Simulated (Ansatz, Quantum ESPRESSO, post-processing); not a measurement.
# Charging silicene, 2 layers, AB stacking, part 4 of 5

How does the Fermi level of silicene, 2 layers, AB stacking move as charge is added against a counter-electrode?

Quantum ESPRESSO 7.5; plane-wave DFT, PBE, GBRV ultrasoft pseudopotentials; geometry by Ansatz 0.2.0 with PAW datasets.

So far. Step 6 (Ground state: charge 0.0195 e): The electrode's potential over the Fermi level goes from 4.679 to 5.763 eV, the far face's from 4.680 to 4.706 eV. Step 7 (SCF with pw.x: charge 0.0389 e): The electrode's potential over the Fermi level goes from 5.763 to 6.852 eV, the far face's from 4.706 to 4.734 eV.

**8. Ground state: charge 0.0778 e**

Input file q5.in:

```
&control
  prefix = 'q5'
  outdir = './out'
  pseudo_dir = './pseudo'
  calculation = 'scf'
  tprnfor = .true.
/
&system
  ibrav = 0
  nat = 4
  ntyp = 1
  ecutwfc = 40
  ecutrho = 200
  occupations = 'smearing'
  smearing = 'fd'
  degauss = 0.004
  assume_isolated = 'esm'
  esm_bc = 'bc3'
  tot_charge = 0.0778
/
&electrons
  conv_thr = 1e-08
  mixing_beta = 0.4
  electron_maxstep = 120
  mixing_mode = 'local-TF'
  startingpot = 'file'
/
ATOMIC_SPECIES
  Si  28.0850  si_pbe_v1.uspp.F.UPF
CELL_PARAMETERS angstrom
  3.82131214020053 0.00000000000000 0.00000000000000
  -1.91065607010027 3.30935338920354 -0.00000000000000
  0.00000000000000 -0.00000000000000 20.20000000000000
ATOMIC_POSITIONS crystal
  Si  0.666666666667 0.333333333333 0.051775717675
  Si  0.333333333333 0.666666666667 0.080765119038
  Si  -0.000000000000 -0.000000000000 0.216264703575
  Si  0.666666666667 0.333333333333 0.245253985295
K_POINTS automatic
  24 24 1 0 0 0
```

Started as:

```console
$ cp -r out/q4.save out/q5.save
$ OMP_NUM_THREADS=1 mpirun -n 4 pw.x -nk 4 -in q5.in > q5.out
```

Output:

```text
[banner, memory and clock lines left out]
Program PWSCF v.7.5 starts
[...]
Message from routine setup:
[...]
number of electrons       =        15.92
     number of Kohn-Sham states=           12
     kinetic-energy cutoff     =      40.0000  Ry
     charge density cutoff     =     200.0000  Ry
[...]
number of k points=    61  Fermi-Dirac smearing, width (Ry)=  0.0040
[...]
Dense  grid:    82251 G-vectors     FFT dimensions: (  36,  36, 180)
[...]
The initial density is read from file :
[...]
negative rho (up, down):  9.347E-04 0.000E+00
     Starting wfcs are   16 randomized atomic wfcs
[...]
negative rho (up, down):  9.357E-04 0.000E+00
[...]
estimated scf accuracy    <       0.13041512 Ry
[...]
negative rho (up, down):  2.424E-03 0.000E+00
[...]
estimated scf accuracy    <       0.06743063 Ry
[...]
negative rho (up, down):  1.848E-03 0.000E+00
[...]
estimated scf accuracy    <       0.00396244 Ry
[...]
negative rho (up, down):  1.092E-03 0.000E+00
[...]
estimated scf accuracy    <       0.01597463 Ry
[...]
negative rho (up, down):  1.234E-03 0.000E+00
[...]
estimated scf accuracy    <       0.00110073 Ry
[...]
negative rho (up, down):  3.113E-04 0.000E+00
[...]
estimated scf accuracy    <       0.00149950 Ry
[...]
negative rho (up, down):  2.569E-04 0.000E+00
[...]
estimated scf accuracy    <       0.00052337 Ry
[...]
negative rho (up, down):  2.684E-04 0.000E+00
[...]
estimated scf accuracy    <       0.00069596 Ry
[...]
negative rho (up, down):  1.879E-04 0.000E+00
[...]
estimated scf accuracy    <       0.00083340 Ry
[...]
negative rho (up, down):  1.949E-04 0.000E+00
[...]
estimated scf accuracy    <       0.00045385 Ry
[...]
negative rho (up, down):  4.708E-04 0.000E+00
[...]
estimated scf accuracy    <       0.00035150 Ry
[...]
negative rho (up, down):  5.328E-04 0.000E+00
[...]
estimated scf accuracy    <       0.00001512 Ry
[...]
negative rho (up, down):  5.836E-04 0.000E+00
[...]
estimated scf accuracy    <       0.00004193 Ry
[...]
negative rho (up, down):  8.121E-04 0.000E+00
[...]
estimated scf accuracy    <       0.00007406 Ry
[...]
negative rho (up, down):  8.525E-04 0.000E+00
[...]
estimated scf accuracy    <       0.00003800 Ry
[...]
negative rho (up, down):  9.324E-04 0.000E+00
[...]
estimated scf accuracy    <       0.00002719 Ry
[...]
negative rho (up, down):  9.428E-04 0.000E+00
[...]
estimated scf accuracy    <       0.00000384 Ry
[...]
negative rho (up, down):  9.265E-04 0.000E+00
[...]
estimated scf accuracy    <       0.00000124 Ry
[...]
negative rho (up, down):  9.311E-04 0.000E+00
[...]
estimated scf accuracy    <       0.00000057 Ry
[...]
negative rho (up, down):  9.385E-04 0.000E+00
[...]
estimated scf accuracy    <       0.00000165 Ry
[...]
negative rho (up, down):  9.419E-04 0.000E+00
[...]
estimated scf accuracy    <       0.00000127 Ry
[...]
negative rho (up, down):  9.541E-04 0.000E+00
[...]
estimated scf accuracy    <       0.00000136 Ry
[...]
negative rho (up, down):  9.525E-04 0.000E+00
[...]
estimated scf accuracy    <       0.00000038 Ry
[...]
negative rho (up, down):  9.577E-04 0.000E+00
[...]
estimated scf accuracy    <       0.00000011 Ry
[...]
negative rho (up, down):  9.542E-04 0.000E+00
[...]
estimated scf accuracy    <       0.00000023 Ry
[...]
negative rho (up, down):  9.540E-04 0.000E+00
[...]
estimated scf accuracy    <       0.00000016 Ry
[...]
negative rho (up, down):  9.553E-04 0.000E+00
[...]
estimated scf accuracy    <       0.00000010 Ry
[...]
negative rho (up, down):  9.642E-04 0.000E+00
[...]
the Fermi energy is    -9.0624 ev
!    total energy              =     -38.15855478 Ry
     estimated scf accuracy    <          2.7E-09 Ry
     smearing contrib. (-TS)   =      -0.00044758 Ry
     internal energy E=F+TS    =     -38.15810720 Ry
[...]
one-electron contribution =   -1620.24314773 Ry
     hartree contribution      =     808.51850217 Ry
     xc contribution           =     -16.94479436 Ry
     ewald contribution        =     790.51133271 Ry
     convergence has been achieved in  28 iterations
     negative rho (up, down):  9.642E-04 0.000E+00
[...]
Total force =     0.007026     Total SCF correction =     0.000083
[...]
```

It took 1.9 min on 4 MPI ranks of Arm Neoverse V2, shared host; peak memory 0.57 GiB.

Read from the output:

```
Fermi energy                                                   : -9.062 eV
vacuum line at the lower end of the cell, over the Fermi level : 4.778 eV
slope of the potential above                                   : 1.111 eV/Å
vacuum line at the upper end of the cell, over the Fermi level : 9.061 eV
```

The electrode's potential over the Fermi level goes from 6.852 to 9.061 eV, the far face's from 4.734 to 4.778 eV.

Gauss's law asks for a slope of 180.95 q/A = 1.113 eV/Å in the gap; the run gives 1.111.

Each curve counts from the Fermi level of its own run.

The runs together. The potential energy by z:

| z (Å) | potential at -0.0389 e (eV) | potential at -0.0195 e (eV) | potential at 0 e (eV) | potential at 0.0195 e (eV) | potential at 0.0389 e (eV) | potential at 0.0778 e (eV) |
| --- | --- | --- | --- | --- | --- | --- |
| -10 | 4.62 | 4.65 | 4.68 | 4.71 | 4.73 | 4.78 |
| -9 | 4.62 | 4.65 | 4.68 | 4.71 | 4.73 | 4.78 |
| -8 | 4.62 | 4.65 | 4.68 | 4.71 | 4.73 | 4.78 |
| -7 | 4.62 | 4.65 | 4.68 | 4.71 | 4.73 | 4.78 |
| -6 | 4.62 | 4.65 | 4.68 | 4.71 | 4.73 | 4.78 |
| -5 | 4.62 | 4.65 | 4.68 | 4.71 | 4.73 | 4.78 |
| -4 | 4.62 | 4.65 | 4.68 | 4.71 | 4.73 | 4.78 |
| -3 | 4.62 | 4.65 | 4.68 | 4.71 | 4.73 | 4.78 |
| -2 | 4.60 | 4.64 | 4.67 | 4.69 | 4.72 | 4.77 |
| -1 | 4.45 | 4.48 | 4.51 | 4.53 | 4.56 | 4.60 |
| 0 | 2.30 | 2.33 | 2.35 | 2.38 | 2.40 | 2.44 |
| 1 | -11.2 | -11.2 | -11.1 | -11.1 | -11.1 | -11.0 |
| 2 | -6.26 | -6.23 | -6.21 | -6.18 | -6.16 | -6.12 |
| 3 | 2.78 | 2.81 | 2.84 | 2.86 | 2.89 | 2.94 |
| 4 | -6.25 | -6.22 | -6.19 | -6.16 | -6.13 | -6.07 |
| 5 | -11.2 | -11.2 | -11.1 | -11.1 | -11.0 | -11.0 |
| 6 | 2.20 | 2.26 | 2.32 | 2.39 | 2.45 | 2.58 |
| 7 | 4.05 | 4.27 | 4.51 | 4.75 | 4.99 | 5.51 |
| 8 | 3.70 | 4.18 | 4.67 | 5.17 | 5.68 | 6.72 |
| 9 | 3.16 | 3.91 | 4.68 | 5.46 | 6.24 | 7.84 |

**9. Potential against charge, and the capacitance**

Read from the output:

```
mean capacitance (straight-line fit) : 2.271 μF/cm²
effective gap ε₀/C                   : 3.898 Å
```

The electrode's potential less the Fermi level by charge of the slab:

| charge of the slab (1e13 e/cm²) | electrode's potential less the Fermi level (eV) |
| --- | --- |
| -3.08 | 2.55 |
| -1.54 | 3.61 |
| 0.00 | 4.68 |
| 1.54 | 5.76 |
| 3.08 | 6.85 |
| 6.15 | 9.06 |

The differential capacitance by charge of the slab:

| charge of the slab (1e13 e/cm²) | differential capacitance (μF/cm²) |
| --- | --- |
| -2.31 | 2.34 |
| -0.77 | 2.30 |
| 0.77 | 2.28 |
| 2.31 | 2.26 |
| 4.61 | 2.23 |

**10. SCF with pw.x: between two electrodes with a field of 0.002 Ry/bohr**

bc2 puts electrodes at both ends of the cell; esm_efield times the cell length sets the bias between them, and the slab stays neutral.

Input file bc2.in:

```
&control
  prefix = 'bc2'
  outdir = './out'
  pseudo_dir = './pseudo'
  calculation = 'scf'
  tprnfor = .true.
/
&system
  ibrav = 0
  nat = 4
  ntyp = 1
  ecutwfc = 40
  ecutrho = 200
  occupations = 'smearing'
  smearing = 'fd'
  degauss = 0.004
  assume_isolated = 'esm'
  esm_bc = 'bc2'
  esm_efield = 0.002
/
&electrons
  conv_thr = 1e-07
  mixing_beta = 0.4
  electron_maxstep = 120
  mixing_mode = 'local-TF'
/
ATOMIC_SPECIES
  Si  28.0850  si_pbe_v1.uspp.F.UPF
CELL_PARAMETERS angstrom
  3.82131214020053 0.00000000000000 0.00000000000000
  -1.91065607010027 3.30935338920354 -0.00000000000000
  0.00000000000000 -0.00000000000000 20.20000000000000
ATOMIC_POSITIONS crystal
  Si  0.666666666667 0.333333333333 -0.096739133810
  Si  0.333333333333 0.666666666667 -0.067749732447
  Si  -0.000000000000 -0.000000000000 0.067749852090
  Si  0.666666666667 0.333333333333 0.096739133810
K_POINTS automatic
  24 24 1 0 0 0
```

Started as:

```console
$ OMP_NUM_THREADS=1 mpirun -n 4 pw.x -nk 4 -in bc2.in > bc2.out
```

Output:

```text
[banner, memory and clock lines left out]
Program PWSCF v.7.5 starts
[citation notice left out]

[...]
Message from routine setup:
[...]
bravais-lattice index     =            0
     lattice parameter (alat)  =       7.2212  a.u.
     unit-cell volume          =    1723.8665 (a.u.)^3
     number of atoms/cell      =            4
     number of atomic types    =            1
     number of electrons       =        16.00
     number of Kohn-Sham states=           12
     kinetic-energy cutoff     =      40.0000  Ry
     charge density cutoff     =     200.0000  Ry
     scf convergence threshold =      1.0E-07
     mixing beta               =       0.4000
     number of iterations used =            8  local-TF  mixing
     Exchange-correlation= SLA  PW   PBE  PBE
                           (   1   4   3   4   0   0   0)

     Effective Screening Medium Method
     Boundary Conditions: Metal-Slab-Metal
     total charge in unit cell        =   0.0000
     field strength                   =   0.0020 Ry/a.u.
     grid points for fit at edges     =        4

[...]
PseudoPot. # 1 for Si read from file:
     ./pseudo/si_pbe_v1.uspp.F.UPF
     Pseudo is Ultrasoft + core correction, Zval =  4.0
     Generated by new atomic code, or converted to UPF format
     Using radial grid of  899 points,  6 beta functions with:
                l(1) =   0
                l(2) =   0
                l(3) =   1
                l(4) =   1
                l(5) =   2
                l(6) =   2
     Q(r) pseudized with  8 coefficients,  rinner =    0.900   0.900   0.900
                                                       0.900   0.900

     atomic species   valence    mass     pseudopotential
     Si                4.00    28.08500     Si( 1.00)

      6 Sym. Ops. (no inversion) found ( 6 have fractional translation)

[...]
number of k points=    61  Fermi-Dirac smearing, width (Ry)=  0.0040
[...]
Dense  grid:    82251 G-vectors     FFT dimensions: (  36,  36, 180)

     Smooth grid:    58995 G-vectors     FFT dimensions: (  30,  30, 160)

     Initial potential from superposition of free atoms

     starting charge      15.9973, renormalised to      16.0000

     negative rho (up, down):  7.019E-04 0.000E+00
     Starting wfcs are   16 randomized atomic wfcs

     per-process dynamical memory:    75.9 Mb

     Self-consistent Calculation

     iteration #  1     ecut=    40.00 Ry     beta= 0.40
     Davidson diagonalization with overlap
     ethr =  1.00E-02,  avg # of iterations =  5.5

     Threshold (ethr) on eigenvalues was too large:
     Diagonalizing with lowered threshold

     Davidson diagonalization with overlap
     c_bands:  1 eigenvalues not converged
     ethr =  2.02E-04,  avg # of iterations = 15.1

     negative rho (up, down):  2.664E-04 0.000E+00

     total energy              =     -38.21305093 Ry
     estimated scf accuracy    <       0.11444790 Ry

     iteration #  2     ecut=    40.00 Ry     beta= 0.40
[...]
negative rho (up, down):  4.111E-06 0.000E+00

[...]
total energy              =     -38.18943674 Ry
     estimated scf accuracy    <       0.06842097 Ry

     iteration #  3     ecut=    40.00 Ry     beta= 0.40
[...]
negative rho (up, down):  2.918E-07 0.000E+00

[...]
total energy              =     -38.19059498 Ry
     estimated scf accuracy    <       0.00828034 Ry

     iteration #  4     ecut=    40.00 Ry     beta= 0.40
[...]
c_bands:  2 eigenvalues not converged
[...]
negative rho (up, down):  2.721E-07 0.000E+00

[...]
total energy              =     -38.19649740 Ry
     estimated scf accuracy    <       0.00393868 Ry

     iteration #  5     ecut=    40.00 Ry     beta= 0.40
[...]
negative rho (up, down):  2.815E-07 0.000E+00

[...]
total energy              =     -38.19816533 Ry
     estimated scf accuracy    <       0.00422356 Ry

     iteration #  6     ecut=    40.00 Ry     beta= 0.40
[...]
negative rho (up, down):  7.719E-07 0.000E+00

[...]
total energy              =     -38.19978484 Ry
     estimated scf accuracy    <       0.00427113 Ry

[...]
iteration # 19     ecut=    40.00 Ry     beta= 0.40
[...]
negative rho (up, down):  9.561E-04 0.000E+00

[...]
total energy              =     -38.19782199 Ry
     estimated scf accuracy    <       0.00000113 Ry

     iteration # 20     ecut=    40.00 Ry     beta= 0.40
[...]
negative rho (up, down):  9.260E-04 0.000E+00

[...]
total energy              =     -38.19783106 Ry
     estimated scf accuracy    <       0.00000022 Ry

     iteration # 21     ecut=    40.00 Ry     beta= 0.40
[...]
negative rho (up, down):  9.317E-04 0.000E+00

[...]
total energy              =     -38.19783255 Ry
     estimated scf accuracy    <       0.00000034 Ry

     iteration # 22     ecut=    40.00 Ry     beta= 0.40
[...]
negative rho (up, down):  9.020E-04 0.000E+00

[...]
End of self-consistent calculation

          k = 0.0000 0.0000 0.0000 (  7355 PWs)   bands (ev):

   -15.5603 -14.8665  -8.5510  -6.1019  -5.1491  -5.1491  -5.0265  -5.0265
    -2.0310  -1.8633  -1.6298  -1.2595

          k = 0.0000 0.0481 0.0000 (  7395 PWs)   bands (ev):

   -15.5391 -14.8459  -8.5325  -6.1035  -5.3540  -5.2127  -5.1654  -5.0446
    -1.9061  -1.8349  -1.4938  -1.2883

[...]
the Fermi energy is    -4.1584 ev

!    total energy              =     -38.19783319 Ry
     estimated scf accuracy    <       0.00000003 Ry
     smearing contrib. (-TS)   =      -0.00035580 Ry
     internal energy E=F+TS    =     -38.19747739 Ry

     The total energy is F=E-TS. E is the sum of the following terms:
     one-electron contribution =   -1072.71835115 Ry
     hartree contribution      =     537.56386527 Ry
     xc contribution           =     -16.98172256 Ry
     ewald contribution        =     513.93873104 Ry

     convergence has been achieved in  22 iterations

     negative rho (up, down):  9.020E-04 0.000E+00

     Forces acting on atoms (cartesian axes, Ry/au):

     atom    1 type  1   force =     0.00000000   -0.00000000   -0.00314943
     atom    2 type  1   force =     0.00000000    0.00000000   -0.00351929
     atom    3 type  1   force =     0.00000000    0.00000000    0.00340560
     atom    4 type  1   force =     0.00000000    0.00000000    0.00324387

     Total force =     0.006665     Total SCF correction =     0.000279

[...]
```

The job ended after 80 s (4 MPI ranks; peak memory 0.48 GiB; 5.3 min of CPU time).

Read from the output:

```
Fermi energy                                                   : -4.158 eV
slope of the potential below                                   : -0.07685 eV/Å
vacuum line at the lower end of the cell, over the Fermi level : 5.197 eV
slope of the potential above                                   : -0.07674 eV/Å
vacuum line at the upper end of the cell, over the Fermi level : 4.159 eV
```

Electrostatic potential energy of an electron; zero at the Fermi level. Potential energy, planar mean against z:

| z (Å) | potential energy, planar mean (eV) |
| --- | --- |
| -10.0 | 5.19 |
| -9.5 | 5.15 |
| -9.0 | 5.11 |
| -8.5 | 5.07 |
| -8.0 | 5.04 |
| -7.5 | 5.00 |
| -7.0 | 4.96 |
| -6.5 | 4.92 |
| -6.0 | 4.88 |
| -5.5 | 4.84 |
| -5.0 | 4.79 |
| -4.5 | 4.72 |
| -4.0 | 4.56 |
| -3.5 | 4.06 |
| -3.0 | 2.34 |
| -2.5 | -3.18 |
| -2.0 | -11.1 |
| -1.5 | -13.0 |
| -1.0 | -6.20 |
| -0.5 | 0.856 |
| 0.0 | 2.85 |
| 0.5 | 0.853 |
| 1.0 | -6.21 |
| 1.5 | -13.0 |
| 2.0 | -11.1 |
| 2.5 | -3.19 |
| 3.0 | 2.32 |
| 3.5 | 4.01 |
| 4.0 | 4.45 |
| 4.5 | 4.54 |
| 5.0 | 4.54 |
| 5.5 | 4.51 |
| 6.0 | 4.47 |
| 6.5 | 4.43 |
| 7.0 | 4.40 |
| 7.5 | 4.36 |
| 8.0 | 4.32 |
| 8.5 | 4.28 |
| 9.0 | 4.24 |
| 9.5 | 4.20 |

The set field of 0.051 V/Å over 20.2 Å is a bias of 1.04 V; the two ends of the cell differ by 1.04 eV. The slope in the vacuum is 0.077 eV/Å in size, more than the set field, because the slab carries little of the drop.

(Continued in part 5 of 5.)

[Logs are printed without paths, hosts, clocks, repeated set-up lines and the standing remarks that a program may print on its own settings, such as how far it seeks lower states.]

[Hosts, paths, dates, database ids (printed as entryN), source tags and the programs' standing remarks are cut or masked in the printed files.]

[Maps of the electrostatic potential energy from Ansatz leave out the sawtooth potential of an applied field or a dipole correction, so their vacuum need not be flat; planar profiles and work functions include it.]
